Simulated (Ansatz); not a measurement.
# FeO (Wuestite) (Fm-3m) in Ansatz: settings compared, part 2 of 2

Ansatz 0.2.0. The steps go on from the part before.

### 5 Phonons, PBE, collinear spin, ferromagnetic start

input.yaml

```yaml
crystal:
  lattice:
    - [0.0, 2.1554, 2.1554]
    - [2.1554, 0.0, 2.1554]
    - [2.1554, 2.1554, 0.0]
  atoms:
    - { symbol: Fe, position: [0.0, 0.0, 0.0], spin: 3.0 }
    - { symbol: O, position: [0.5, 0.5, 0.5] }
kpoints:
  mp_grid: { grid: [8, 8, 8] }
scf:
  occupations: { method: fermi_dirac, width: 0.05 }
hamiltonian:
  xc: pbe
  pseudopotentials: { kind: all_electron, lapw: { basis_error: 0.001 } }
magnetization:
  spin_polarized: true
output: {}
phonons:
  method: fd
  supercell: [1, 1, 1]
```

Potentials or basis: all-electron LAPW, scalar-relativistic.

On the command line:

```console
$ ansatz run input.yaml --threads 2 --pin off --max-ram 6144MiB --backend cpu --events-out ev --progress --plain --runs-dir out
```

The program printed:

```text
Warning: RAYON_NUM_THREADS=2 ignored (pool sized by the plan → 2); use --threads N
LAPW: plane waves up to 9.896 Å⁻¹, error target 1.0e-3 eV per atom; small_component_spin mean_spin; O in spheres of 0.950 Å, 8 of its electrons in bands, Dirac shells []; Fe in spheres of 1.141 Å, 16 of its electrons in bands, Dirac shells [] (how accurate: hamiltonian.pseudopotentials.lapw.basis_error, Limitations)
Engine: ansatz 0.2.0, aarch64-unknown-linux-gnu
Pseudopotentials: kind: all_electron
Pseudopotential: Fe, LAPW, valence charge 16, lapw/all_electron/scalar/gaussian/Fe, Koelling and Harmon's equation, gaussian nucleus
Pseudopotential: O, LAPW, valence charge 8, lapw/all_electron/scalar/gaussian/O, Koelling and Harmon's equation, gaussian nucleus
Functional definition: PBE
  parameter kappa = 0.804
  parameter beta = 0.06672455060314922
  exchange = pbe_x(kappa = kappa, mu = beta*pi^2/3)
  correlation = pbe_c(beta = beta)
Crystal: 2 atoms, lattice volume = 20.027 Å³
Basis set: ecut = 373.1162405789516 eV, 331 PW (Γ), exchange–correlation at level 2
Bands: 18, of which v1, the nominal top of the filled ones, is band 12 counted from 1 (11 counted from 0)
Symmetry: 48 space group operations
Space group: Fm-3m (ITA 225), of the structure as read, at distance tolerance 2.7e-5 Å
Magnetic group: BNS 225.116 (UNI 1618), of the structure as read, at distance tolerance 2.7e-5 Å
k-points: 29 of 512
Non-local potential: Fe, projectors of the file, none
Non-local potential: O, projectors of the file, none
Initial density: superposition of atomic densities (chi_scale 0.1, normalization cell, long waves kept (reshape's long-wave potential 0.00 eV rms))
Starting moments: Σ|m| = 3 μB on 1 of 2 sites
Initial wavefunctions: plane waves of lowest kinetic energy (no species holds an atomic orbital)
Functional: x = pbe(κ = 0.804, μ = 0.2195149727645171), c = pbe(β = 0.06672455060314922)
SCF 1 converged in 11 iterations: F = -36681.692598 eV  dr2 = 1.88e-11
a single point of the input's cell can leave the moments in the input for a lower state (scf.lower_state_search): this run first made a single point of its cell. This run's own SCFs start from the density of the state that the single point found, with the moments in the input. The single point stayed on the moments in the input.
Initial density: read from a saved state, or passed on in memory by an earlier SCF of this step, an earlier step, the calling program or the single point that the run made first
Stability of the state it starts from, as read at its close in the collinear treatment: not read negative (Ritz values of 1 − χ₀K, real part plus size of imaginary part, from 0.74 to 0.77, by its mixing steps under the symmetry group of the SCF that read it); its run was given moments
Starting moments: Σ|m| = 3 μB on 1 of 2 sites; this step starts from the density that it was given
iter 1 solved again at ethr=6.71e-9 eV; its pass at ethr=1.00e-1 eV (dr2=1.61e-6 eV) is discarded
SCF iter   1: F=—  HF=-36681.692598 eV  |F-HF|=—  |Δ(HF+E_count)|=         —  Δρ=2.65e-7 (↑2.65e-7 ↓1.94e-7)  dr2=3.63e-12  dr2_m=7.86e-12  M=4.002 μB ∫|m|=4.013 μB  β_m=0.65  ethr=6.71e-9  ⟨swp⟩=5.8  Hψ=9627  notcnv=0
the basis was enlarged: its passes take 988.8 KiB over the memory plan, 2 of 2 planned eigensolver slots
preconditioner: auto → none  [metal: Δε(μ)=0.060 eV  Ē_g=13.546 eV  σ=0.050 eV  W_gap=0.27  n_scr=0 (ndim 8)  ℏωp=31.0 eV  f_vac=0.000  D(μ)=1.67/eV (n_scr^D=14)]
SCF iter   2: F=-36681.692598 eV  HF=-36681.692598 eV  |F-HF|=7.28e-11  |Δ(HF+E_count)|=   3.15e-9  Δρ=1.95e-7 (↑5.85e-8 ↓1.95e-7)  dr2=7.84e-12  dr2_m=1.87e-12  M=4.002 μB ∫|m|=4.013 μB  ethr=7.22e-12 (applied; sched 1.00e-12)  ⟨swp⟩=4.7  Hψ=3394  notcnv=0
SCF 2 converged in 2 iterations: F = -36681.692598 eV  dr2 = 7.84e-12
[... 14 lines left out ...]
SCF 3 converged in 7 iterations: F = -36681.692450 eV  dr2 = 6.26e-12
iter 1 solved again at ethr=5.15e-7 eV; its pass at ethr=1.00e-1 eV (dr2=1.24e-4 eV) is discarded
SCF iter   1: F=—  HF=-36681.692458 eV  |F-HF|=—  |Δ(HF+E_count)|=         —  Δρ=5.05e-4 (↑2.38e-4 ↓5.05e-4)  dr2=1.21e-4  dr2_m=4.72e-6  M=4.002 μB ∫|m|=4.013 μB  β_m=0.30  ethr=5.15e-7  ⟨swp⟩=4.7  Hψ=17408  notcnv=0
SCF iter   2: F=—  HF=-36681.692443 eV  |F-HF|=—  |Δ(HF+E_count)|=   1.50e-5  Δρ=3.34e-4 (↑1.44e-4 ↓3.34e-4)  dr2=4.30e-5  dr2_m=2.78e-6  M=4.002 μB ∫|m|=4.013 μB  β_m=0.53  ethr=5.06e-7  ⟨swp⟩=2.0  Hψ=5731  notcnv=0
iter 3 solved again at ethr=1.29e-9 eV; its pass at ethr=1.79e-7 eV (dr2=3.08e-7 eV) is discarded
SCF iter   3: F=—  HF=-36681.692449 eV  |F-HF|=—  |Δ(HF+E_count)|=   5.88e-6  Δρ=6.15e-5 (↑4.35e-5 ↓6.15e-5)  dr2=3.06e-7  dr2_m=2.96e-7  M=4.002 μB ∫|m|=4.013 μB  β_m=0.71  ethr=1.29e-9  ⟨swp⟩=2.4  Hψ=9981  notcnv=0
SCF iter   4: F=—  HF=-36681.692450 eV  |F-HF|=—  |Δ(HF+E_count)|=   1.65e-6  Δρ=1.43e-5 (↑9.80e-6 ↓1.43e-5)  dr2=9.37e-8  dr2_m=8.55e-9  M=4.002 μB ∫|m|=4.013 μB  β_m=0.61  ethr=1.28e-9  ⟨swp⟩=3.0  Hψ=6409  notcnv=0
SCF iter   5: F=—  HF=-36681.692450 eV  |F-HF|=—  |Δ(HF+E_count)|=   2.01e-8  Δρ=8.60e-6 (↑6.31e-6 ↓8.60e-6)  dr2=3.24e-8  dr2_m=3.98e-9  M=4.002 μB ∫|m|=4.013 μB  β_m=0.52  ethr=3.90e-10  ⟨swp⟩=2.5  Hψ=5820  notcnv=0
SCF iter   6: F=—  HF=-36681.692450 eV  |F-HF|=—  |Δ(HF+E_count)|=   1.35e-8  Δρ=3.21e-6 (↑2.97e-6 ↓3.21e-6)  dr2=3.93e-9  dr2_m=9.21e-10  M=4.002 μB ∫|m|=4.013 μB  β_m=0.55  ethr=1.35e-10  ⟨swp⟩=2.0  Hψ=5731  notcnv=0
SCF iter   7: F=—  HF=-36681.692450 eV  |F-HF|=—  |Δ(HF+E_count)|=   1.32e-9  Δρ=1.04e-6 (↑1.04e-6 ↓9.88e-7)  dr2=2.28e-10  dr2_m=1.38e-10  M=4.002 μB ∫|m|=4.013 μB  β_m=0.60  ethr=1.64e-11  ⟨swp⟩=2.5  Hψ=5846  notcnv=0
SCF iter   8: F=-36681.692450 eV  HF=-36681.692450 eV  |F-HF|=4.37e-11  |Δ(HF+E_count)|=  2.91e-11  Δρ=1.94e-7 (↑1.94e-7 ↓1.57e-7)  dr2=2.43e-12  dr2_m=4.82e-12  M=4.002 μB ∫|m|=4.013 μB  ethr=5.68e-12 (applied; sched 1.00e-12)  ⟨swp⟩=2.3  Hψ=5771  notcnv=0
SCF 4 converged in 8 iterations: F = -36681.692450 eV  dr2 = 2.43e-12
SCF converged after 2 iterations
Magnetization: 4.0020 μB (14.0010 up, 9.9990 down)
Absolute magnetization: 4.0134 μB (∫|ρ↑−ρ↓|)
Spin contamination: 0.0109 ħ² per cell (⟨S²⟩ above its minimum at these occupations)
Per-site moments (μB) at R_I (Å): [(3.6054235361854428, 1.14100931082659), (0.3175148003384112, 0.9497286580189861)]
Free energy (F): -36681.692598 eV
Harris-Foulkes:  -36681.692598 eV  (|F-HF|=7.28e-11)
Internal energy: -36681.679321 eV  (E = F + TS)
E sigma→0 (E₀):  -36681.685959 eV
Entropy (-TS):   -0.013277 eV (-6.638 meV/atom)
Fermi energy:    14.734580 eV
--- Per-component energies (eV) ---
  E_band       = -1249.297949
  E_kinetic    = 37155.211670
  E_xc         = -1756.451801
  E_electrostatic = -72080.439191  (all electrons and nuclei)
  E_smearing   = -0.013277  (= −TS)
  E_closure    = 0.000000  (closes the sum)
  E_atoms      = -36665.908118  (free atoms, spherical and without spin; not in F)
  Σ components = -36681.692598   (vs F -36681.692598, Δ=0.00e0)
  Basis errors (estimates in eV, not in F): energy 4.0e-4 per atom: plane waves 3.6e-4 (2.0e-4 summed), levels above the bands 1.8e-127, relativity 5.3e-8, radial functions 4.0e-5, core shells 5.7e-8; eigenvalues (radial functions only) 3.6e-5; not estimated: angular momenta, meshes, grids; target (lapw.basis_error) 1.0e-3; muffin-tin radii O 0.950 Å, Fe 1.141 Å
--- Forces (eV/Å), atoms counted from 1 ---
  atom   1  Fe    -0.00000000     0.00000000     0.00000000
  atom   2  O      0.00000000     0.00000000     0.00000000
  max |Σ_I F_I| component: 1.55e-29 eV/Å
--- Band table (eV; the first three rows and the last of 58) ---
  k-point 0 ↑: bands = ["-492.5414", "-75.1735", "-41.2046", "-41.2046", "-41.2046", "-6.0602", "10.8487", "10.8487", "10.8487", "10.8556", "10.8556", "10.8556", "11.0419", "11.0419", "14.7308", "29.9386", "31.6656", "31.6656"]
  k-point 1 ↑: bands = ["-492.5414", "-75.1727", "-41.2124", "-41.2056", "-41.2056", "-5.9080", "9.5041", "9.7817", "9.7817", "10.9860", "10.9860", "11.3056", "12.1590", "12.1590", "15.7328", "27.8658", "31.1081", "31.1081"]
  k-point 2 ↑: bands = ["-492.5414", "-75.1708", "-41.2311", "-41.2081", "-41.2081", "-5.5160", "7.7754", "8.8560", "8.8560", "11.2601", "11.2601", "11.6316", "13.2668", "13.2668", "17.4084", "25.2197", "29.3502", "29.3502"]
  k-point 28 ↓: bands = ["-492.2662", "-71.0001", "-37.1746", "-37.1746", "-37.1576", "-4.2345", "8.5647", "8.5647", "9.1366", "14.6779", "14.6779", "15.4806", "15.8287", "16.5783", "23.4366", "24.4503", "24.4503", "27.4041"]
--- Phonons: 2 displaced members + reference (amplitude 0.01 Å, Σ member SCF iterations 15) ---
  symmetry images taken by strict's conditions (phonons.symmetry_images: auto; settled by no image being taken that strict refuses)
  ASR residual: 4.778e-4 → 0.000e0 eV/Å²; symmetrization residual: 1.305e-4 eV/Å²
  largest component of a force at the reference: 1.7e-29 eV/Å
  ASR residual per site (eV/Å²): 4.78e-4 9.91e-5
  Γ frequencies (cm⁻¹): 0.00 0.00 0.00 254.17 254.17 254.17
  density of states and harmonic sums: on the 25×25×25 q-mesh, interpolated from the force constants of a 1×1×1 supercell (no non-analytic term)
  largest difference from the sums on the solved wave vectors: F 5.17e-1 eV, S 7.76e-4 and C_V 2.58e-4 eV/K
  zero-point energy: 0.062520 eV/cell   skipped modes (ω ≤ 0): 3   left out of the sums: 3.20e-5 of the cell's modes: C_V's classical limit lies that fraction below 3 k_B per atom; for a crystal, a wire or a layer, F and S can be off by more, and a phonons.interpolated_qmesh denser along its periods is the remedy for the sampling
```

It took 32 s on 2 threads of Arm Neoverse V2, shared host; peak memory 0.4 GiB.

What came out:

```yaml
Free_energy: -36681.6926 eV
Band_gap_on_the_k_mesh: none (metal or under the smearing width)
Net_moment: 4.00 μB per cell
Absolute_moment: 4.01 μB per cell
Site_moments: Fe +3.61; O +0.32 μB
Highest_phonon_frequency_at_Γ: 254 cm⁻¹
```

Levels at points of the mesh, in eV from the Fermi level:
Spin up:
| k point | band 12 | band 13 | band 14 | band 15 | band 16 | band 17 |
| --- | --- | --- | --- | --- | --- | --- |
| (0.00, 0.00, 0.00) | -3.88 | -3.69 | -3.69 | 0.00 | 15.20 | 16.93 |
| (0.00, 0.00, -0.50) | -2.50 | -0.37 | -0.37 | 3.98 | 8.39 | 12.43 |
| (0.00, -0.50, -0.50) | -2.82 | -2.79 | -2.79 | 5.19 | 8.64 | 10.70 |
Spin down:
| k point | band 8 | band 9 | band 10 | band 11 | band 12 | band 13 |
| --- | --- | --- | --- | --- | --- | --- |
| (0.00, 0.00, 0.00) | -3.34 | -3.34 | -0.75 | -0.75 | -0.75 | 0.22 |
| (0.00, 0.00, -0.50) | -5.21 | -5.21 | 0.40 | 0.40 | 0.59 | 2.81 |
| (0.00, -0.50, -0.50) | -4.51 | -4.51 | -2.14 | 0.74 | 0.74 | 0.78 |

Phonon frequencies in cm⁻¹ (negative: imaginary):
```tsv
q point	frequencies
(0.000, 0.000, 0.000)	0 0 0 254 254 254
```

Caveat: the k mesh is thin for a metal, which can move the energy by tens of meV per atom; a metal's response needs a denser mesh; a cell with one magnetic atom can't hold antiferromagnetic order, which such compounds often take; semilocal functionals often make such compounds metallic where correlation or magnetic order opens a gap, which also shifts bond lengths.

### 6 Comparison with measurements

Step 5. Against the measured gap of FeO, 2.4 eV (optical; quoted in “W\"ustite: Electric, thermodynamic and optical properties of FeO”, 2012, arxiv:1203.1201), the calculated 0.00 eV is off by -2.40 eV. So large a miss can be the level of theory's own, or it may mean another phase, state or a wrong row. The value is that of PBE on a finite k mesh, which can miss the band edges, without temperature or zero-point motion. Semilocal functionals fall short of measured gaps as a rule. The run's magnetic order (collinear spin, ferromagnetic start) needn't be the measured crystal's.
